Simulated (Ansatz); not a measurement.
**Ni: searching below the plain SCF**

Aim: test whether Ni has a self-consistent state below the best one that plain SCF starts reached, by the runs listed below. Ni is taken in the deposited crystal structure (space group Fm-3m, primitive cell doubled), 2 atoms in the cell. Source: COD entry 2100658, which need not be the ambient phase.

Program: Ansatz 0.2.0. Level of theory: DFT r2SCAN, PAW, plane waves, scalar-relativistic. These are calculated values, not measurements.

## Step 1: The starting structure

Symmetry: Fm-3m, No. 225, cubic system. Conventional cell: a = 3.532 Å, b = 3.532 Å, c = 3.532 Å, α = 90.00°, β = 90.00°, γ = 90.00°. Ni (site symmetry m-3m) has 12 Ni at 2.50 Å as nearest neighbours.

Structure file:

```cif
data_structure
_symmetry_space_group_name_H-M 'P 1'
_symmetry_Int_Tables_number 1
_cell_length_a 4.9946
_cell_length_b 2.4973
_cell_length_c 2.4973
_cell_angle_alpha 60.000
_cell_angle_beta 60.000
_cell_angle_gamma 60.000
_cell_volume 22.03
loop_
_atom_site_label
_atom_site_type_symbol
_atom_site_fract_x
_atom_site_fract_y
_atom_site_fract_z
_atom_site_occupancy
Ni1 Ni 0.00000 0.00000 0.00000 1
Ni2 Ni 0.50000 0.00000 0.00000 1
```

Atoms are counted from 1 in the order of input.yaml (Ni2 and so on).

Known so far: 7 plain starts ended in 3 states. The lowest came from “parallel moments scaled by 0.2, plain SCF [Ni1 0.40, Ni2 0.40 μB]”: ferromagnetic, site moments Ni1 0.83, Ni2 0.83 μB, total 1.52 μB per cell, no gap on the k-mesh, free energy -11690.5620 eV.

Runs to come: parallel moments, default search for lower states; opposed moments +-, default search for lower states; the moments typed in its input, symmetry off, plain SCF; the moments typed in its input, standard search for lower states.

A plain SCF has the search for lower states switched off and ends at the first converged state. The default search runs further SCF cycles only where the state itself hints at a lower one. The standard and full searches may also try other magnetic orders and fillings, and need not reach the lowest state. With a search on, the program may also reshape the start on open shells. Ends within 0.2 meV/atom and 0.1 μB count as one state.

Moments by site are taken inside atomic spheres; the rest lies between them.

## Step 2: Parallel moments, default search for lower states

input.yaml reads:

```yaml
crystal:
  lattice:
    - [0.0, 3.53173333, 3.53173333]
    - [1.76586667, 0.0, 1.76586667]
    - [1.76586667, 1.76586667, 0.0]
  atoms:
    - { symbol: Ni, position: [0.0, 0.0, 0.0], spin: 2.0 }
    - { symbol: Ni, position: [0.5, 0.0, 0.0], spin: 2.0 }
magnetization:
  spin_polarized: true
hamiltonian:
  xc: r2scan
  pseudopotentials: { kind: paw }
basis:
  ecutwfc: 500
kpoints:
  mp_grid: { grid: [7, 14, 14] }
scf:
  occupations: { method: fermi_dirac, width: 0.05 }
output:
  forces: true
  stress: true
```

What it wrote, shortened:

```text
[...]
Pseudopotentials: kind: paw
Pseudopotential: Ni, paw, valence charge 18, recommended cutoff 500 eV (meta_gga), Ni.paw.azcp
Functional definition: r2SCAN
[...]
Crystal: 2 atoms, lattice volume = 22.026 Å³
Basis set: ecut = 500 eV, 555 PW (Γ), exchange–correlation on 160×80×80 points (64 copies of the dense FFT grid, shifted against one another)
Bands: 24, of which v1, the nominal top of the filled ones, is band 18 counted from 1 (17 counted from 0)
Symmetry: 24 space group operations
Space group: Fm-3m (ITA 225), of the structure as read, at distance tolerance 2.8e-5 Å
Magnetic group: BNS 225.116 (UNI 1618), of the structure as read, at distance tolerance 2.8e-5 Å
k-points: 144 of 1372
[...]
Starting moments: Σ|m| = 4 μB on 2 of 2 sites
[...]
SCF iter   1: F=—  HF=-11688.334695 eV  |F-HF|=—  |Δ(HF+E_count)|=         —  Δρ=8.75e-2 (↑8.75e-2 ↓3.45e-2)  dr2=9.61e-1  dr2_τ=1.80e-2  dr2_m=5.50e-1  M=2.713 μB ∫|m|=2.986 μB  β_m=0.93  ethr=2.78e-3  ⟨swp⟩=3.2  Hψ=39080  notcnv=0
[...]
SCF iter  16: F=-11690.562028 eV  HF=-11690.562028 eV  |F-HF|=6.10e-9  |Δ(HF+E_count)|=   7.62e-8  Δρ=5.79e-6 (↑3.88e-6 ↓5.79e-6)  dr2=1.17e-8  dr2_τ=1.98e-11  dr2_m=2.23e-10  M=1.521 μB ∫|m|=1.882 μB  ethr=1.01e-11  ⟨swp⟩=2.4  Hψ=27137  notcnv=0
[...]
this state was not tested for a lower state beside it, because the mixer in use, unlike msr1, does not test its closes by its own steps (another_mixer; see scf.mixing.algorithm and scf.lower_state_search)
SCF converged after 16 iterations
Magnetization: 1.5212 μB (18.7606 up, 17.2394 down)
Absolute magnetization: 1.8844 μB (∫|ρ↑−ρ↓|, with the PAW one-centre terms)
Spin contamination: 0.0468 ħ² per cell (⟨S²⟩ above its minimum at these occupations)
Per-site moments (μB) at R_I (Å): [(0.8319776614725363, 1.03014144310381), (0.8319776614725363, 1.03014144310381)]
Free energy (F): -11690.562028 eV
[...]
E sigma→0 (E₀):  -11690.551211 eV
Entropy (-TS):   -0.021635 eV (-10.818 meV/atom)
Fermi energy:    17.858658 eV
[... 26 lines left out: energy terms, forces, stress ...]
```

It took 17 s on 2 threads of an x86-64 CPU, shared host; peak memory 0.53 GiB.

Nothing new: the 16 iterations lead to the state found in step 1 (ferromagnetic).

## Step 3: Opposed moments +-, default search for lower states

Edit input.yaml of step 2 so:

```diff
@@ -7,3 +7,3 @@
     - { symbol: Ni, position: [0.0, 0.0, 0.0], spin: 2.0 }
-    - { symbol: Ni, position: [0.5, 0.0, 0.0], spin: 2.0 }
+    - { symbol: Ni, position: [0.5, 0.0, 0.0], spin: -2.0 }
 magnetization:
```

What it wrote, shortened:

```text
[... 12 lines as in an earlier run ...]
Symmetry: 12 space group operations
Space group: R-3m (ITA 166), of the structure as read, at distance tolerance 2.8e-5 Å
Magnetic group: BNS 166.102 (UNI 1332), of the structure as read, at distance tolerance 2.8e-5 Å
[... 6 lines as in an earlier run ...]
Starting moments: Σ|m| = 4 μB on 2 of 2 sites
Starting magnetic order: antiferromagnet; a translation exchanges its spin sublattices: spin-degenerate at every k-point
[... 2 lines as in an earlier run ...]
spin-down is spin-up translated by (0.5, 0, 0): one eigenproblem is solved per k-point and the antiferromagnetic symmetry of the starting moments is kept exactly by this SCF (crystal.symmetry.spin_inversion_symmetry: false solves both channels; [...]
SCF iter   1: F=—  HF=-11687.864863 eV  |F-HF|=—  |Δ(HF+E_count)|=         —  Δρ=7.02e-2 (↑7.02e-2 ↓7.02e-2)  dr2=7.85e-1  dr2_τ=1.76e-2  dr2_m=7.22e-1  M=0.000 μB ∫|m|=2.913 μB  β_m=0.30  ethr=2.42e-3  ⟨swp⟩=3.4  Hψ=20823  notcnv=0
[...]
WARN: an SCF from ferromagnetic starting moments (-2.00, -2.00 Bohr magnetons, atom by atom) was not made, by what the run has read of turns of its moments that order reads lower: the deck asks for what bars it, or types moments that do (magnetization.spin_polarized, in the input [...]
[... 1 line as in an earlier run ...]
SCF converged after 16 iterations
Magnetization: 0.0000 μB (18.0000 up, 18.0000 down)
Absolute magnetization: 1.2273 μB (∫|ρ↑−ρ↓|, with the PAW one-centre terms)
Spin contamination: 0.5735 ħ² per cell (⟨S²⟩ above its minimum at these occupations)
Per-site moments (μB) at R_I (Å): [(0.5868206794594251, 1.03014144310381), (-0.5868206794594251, 1.03014144310381)]
Free energy (F): -11690.380197 eV
[...]
E sigma→0 (E₀):  -11690.370192 eV
Entropy (-TS):   -0.020010 eV (-10.005 meV/atom)
Fermi energy:    17.590223 eV
[...]
--- Forces (eV/Å), atoms counted from 1 ---
  atom   1  Ni    -0.00000000    -0.00000000     0.00000000
  atom   2  Ni     0.00000000     0.00000000     0.00000000
[...]
--- Stress (GPa, compression-positive) ---
       -9.252709      -1.421420      -1.421420
       -1.421420      -9.252709       1.421420
       -1.421420       1.421420      -9.252709
  P = ⅓ Tr σ = -9.2527 GPa (-92.527 kbar)
```

Caution: the run may have ended on a state that is not the lowest.

Wall time 52 s (2 threads of an x86-64 CPU, shared host); peak memory 0.94 GiB.

End: antiferromagnetic (magnetic neighbours of Ni1 with a moment over 0.3 of its own that point the other way: 6 of 12 at 2.50 Å, 6 of 6 at 3.53 Å), site moments Ni1 0.59, Ni2 -0.59 μB, total 0.00 μB per cell, no gap on the k-mesh. It lies 90.9 meV/atom above the lowest state so far (step 1).

## Step 4: The moments typed in its input, symmetry off, plain SCF

Edit input.yaml of step 3 so:

```diff
@@ -6,4 +6,5 @@
   atoms:
-    - { symbol: Ni, position: [0.0, 0.0, 0.0], spin: 2.0 }
-    - { symbol: Ni, position: [0.5, 0.0, 0.0], spin: -2.0 }
+    - { symbol: Ni, position: [0.0, 0.0, 0.0], spin: 0.4 }
+    - { symbol: Ni, position: [0.5, 0.0, 0.0], spin: 0.4 }
+  symmetry: { detect: false, time_reversal: true }
 magnetization:
@@ -19,2 +20,3 @@
   occupations: { method: fermi_dirac, width: 0.05 }
+  lower_state_search: "off"
 output:
```

What it wrote, shortened:

```text
[... 11 lines as in an earlier run ...]
Bands: 23, of which v1, the nominal top of the filled ones, is band 18 counted from 1 (17 counted from 0)
Symmetry: 1 space group operations
k-points: 688 of 1372 (time reversal used)
[... 5 lines as in an earlier run ...]
Starting moments: Σ|m| = 0.8 μB on 2 of 2 sites
[... 2 lines as in an earlier run ...]
[...]
SCF iter   1: F=-11690.306761 eV  HF=-11690.231796 eV  |F-HF|=7.50e-2  |Δ(HF+E_count)|=         —  Δρ=6.05e-2 (↑6.05e-2 ↓1.56e-2)  dr2=3.40e-1  dr2_τ=1.36e-2  dr2_m=2.34e-1  M=1.058 μB ∫|m|=1.102 μB  β_m=1.00  ethr=9.48e-4  ⟨swp⟩=1.0  Hψ=175061  notcnv=0
[...]
spin-set hold released at iteration 10 (site moments contracting): the magnetisation degrees of freedom join the quasi-Newton model from the next iteration; the mixer history was flushed
[...]
SCF iter  20: F=-11690.562028 eV  HF=-11690.562028 eV  |F-HF|=6.17e-8  |Δ(HF+E_count)|=   1.07e-5  Δρ=1.06e-5 (↑3.11e-6 ↓1.06e-5)  dr2=2.12e-8  dr2_τ=5.88e-11  dr2_m=4.15e-9  M=1.521 μB ∫|m|=1.882 μB  ethr=2.29e-11  ⟨swp⟩=5.3  Hψ=137169  notcnv=0
[...]
[... 1 line as in an earlier run ...]
SCF converged after 20 iterations
Magnetization: 1.5211 μB (18.7606 up, 17.2394 down)
Absolute magnetization: 1.8843 μB (∫|ρ↑−ρ↓|, with the PAW one-centre terms)
Spin contamination: 0.0468 ħ² per cell (⟨S²⟩ above its minimum at these occupations)
Per-site moments (μB) at R_I (Å): [(0.8319401855203635, 1.030141442131538), (0.8319271270584077, 1.030141442131538)]
Free energy (F): -11690.562028 eV
[...]
E sigma→0 (E₀):  -11690.551210 eV
Entropy (-TS):   -0.021636 eV (-10.818 meV/atom)
Fermi energy:    17.858642 eV
[... 26 lines left out: energy terms, forces, stress ...]
```

Run time: 2.3 min. Hardware: 2 threads of an x86-64 CPU, shared host; peak memory 1.1 GiB.

The run ends in the same state as step 1 (ferromagnetic); it took 20 iterations.

## Step 5: The moments typed in its input, standard search for lower states

Edit input.yaml of step 4 so:

```diff
@@ -8,3 +8,2 @@
     - { symbol: Ni, position: [0.5, 0.0, 0.0], spin: 0.4 }
-  symmetry: { detect: false, time_reversal: true }
 magnetization:
@@ -20,3 +19,3 @@
   occupations: { method: fermi_dirac, width: 0.05 }
-  lower_state_search: "off"
+  lower_state_search: standard
 output:
```

What it wrote, shortened:

```text
the run goes by scf.lower_state_search standard: where its kind and settings allow, a search for a lower-energy state can add stability tests and further SCF calculations, which can take several times, in some runs tens of times, as long as the SCF (see the manual's entry of the key); [...]
[... 21 lines as in an earlier run ...]
Starting moments: Σ|m| = 0.8 μB on 2 of 2 sites
[... 2 lines as in an earlier run ...]
[...]
SCF iter   1: F=-11689.462267 eV  HF=-11688.635671 eV  |F-HF|=8.27e-1  |Δ(HF+E_count)|=         —  Δρ=6.44e-2 (↑2.20e-2 ↓6.44e-2)  dr2=3.50e-1  dr2_τ=9.49e-3  dr2_m=3.37e-1  M=1.119 μB ∫|m|=1.194 μB  β_m=0.75  ethr=1.28e-3  ⟨swp⟩=3.9  Hψ=42170  notcnv=0
[...]
Starting moments: Σ|m| = 4 μB on 2 of 2 sites
[...]
an SCF from atoms, with the moment that Hund's first rule gives the d electrons of its PAW file's atom on each transition metal's site whose file has a part-filled d shell, one of which bore under half of it, and that of a half-full f shell on its own, with the run's symmetry operations [...]
[... 1 line as in an earlier run ...]
SCF converged after 17 iterations
Magnetization: 1.5212 μB (18.7606 up, 17.2394 down)
Absolute magnetization: 1.8844 μB (∫|ρ↑−ρ↓|, with the PAW one-centre terms)
Spin contamination: 0.0468 ħ² per cell (⟨S²⟩ above its minimum at these occupations)
Per-site moments (μB) at R_I (Å): [(0.8319657205226788, 1.03014144310381), (0.8319657205226788, 1.03014144310381)]
Free energy (F): -11690.562028 eV
[...]
E sigma→0 (E₀):  -11690.551211 eV
Entropy (-TS):   -0.021635 eV (-10.818 meV/atom)
Fermi energy:    17.858704 eV
[... 26 lines left out: energy terms, forces, stress ...]
```

It took 33 s on 2 threads of an x86-64 CPU, shared host; peak memory 0.57 GiB.

The run ends in the same state as step 1 (ferromagnetic); it took 36 iterations.

## Step 6: The runs side by side

| step | iterations | state | moments of Ni1 Ni2 (μB) | total (μB) | gap (eV) | pressure (GPa) | above lowest (meV/atom) |
| --- | --- | --- | --- | --- | --- | --- | --- |
| 1 | 20 | 1 | 0.83 0.83 | 1.52 | none | -8.8 | 0.0 |
| 2 | 16 | 1 | 0.83 0.83 | 1.52 | none | -8.8 | 0.0 |
| 3 | 23 | 2 | 0.59 -0.59 | 0.00 | none | -9.3 | 90.9 |
| 4 | 20 | 1 | 0.83 0.83 | 1.52 | none | -8.8 | 0.0 |
| 5 | 36 | 1 | 0.83 0.83 | 1.52 | none | -8.8 | 0.0 |

States are numbered from the lowest. Starts by step: 2 parallel moments, default search for lower states; 3 opposed moments +-, default search for lower states; 4 the moments typed in its input, symmetry off, plain SCF; 5 the moments typed in its input, standard search for lower states. Step 1 is the best of the earlier plain starts.

The 4 runs of this session took 4 min in all, from 17 s to 2.3 min each.

Decimal logarithm of the largest residual (eV) by iteration, counted through all cycles of a run:

| iteration | step 2 | step 3 | step 4 | step 5 |
| --- | --- | --- | --- | --- |
| 1 | 0.0 | -0.1 | -0.5 | -0.5 |
| 2 | -1.2 | -0.2 | -1.0 | -1.3 |
| 3 | -0.6 | 0.3 | -2.0 | 0.2 |
| 4 | 0.8 | 0.8 | -2.0 | 0.9 |
| 5 | -0.6 | -0.6 | -2.0 | -0.5 |
| 7 | -1.7 | -1.6 | -2.3 | -1.7 |
| 11 | -5.2 | -5.3 | -3.2 | -4.9 |
| 14 | -7.7 | -7.8 | -4.8 | -8.2 |
| 17 | - | -9.9 | -6.0 | -9.0 |
| 20 | - | -4.6 | -7.7 | -0.1 |
| 23 | - | -8.5 | - | -0.7 |
| 26 | - | - | - | -1.5 |
| 30 | - | - | - | -4.3 |
| 33 | - | - | - | -5.9 |
| 36 | - | - | - | -8.9 |

## Step 7: Summary of results

```
         quantity                                                      value
  distinct states  2 from 5 converged runs, the best start of step 1 counted
     lowest state                                              ferromagnetic
      its moments                                      Ni1 0.83, Ni2 0.83 μB
     total moment                                           1.52 μB per cell
gap on the k-mesh                                                       none
         pressure                                                   -8.8 GPa
    largest force                                                 0.000 eV/Å
       next state                    antiferromagnetic, 90.9 meV/atom higher
```

What this shows: No run goes below the best plain start. Distinct end states: 2, from 5 converged runs. The best antiferromagnetic state lies 90.9 meV/atom above the best ferromagnetic one. The run “opposed moments +-, default search for lower states” met a lower state during its search and still reported the state of its own order. The search isn't exhaustive: larger magnetic cells and non-collinear orders weren't tried.
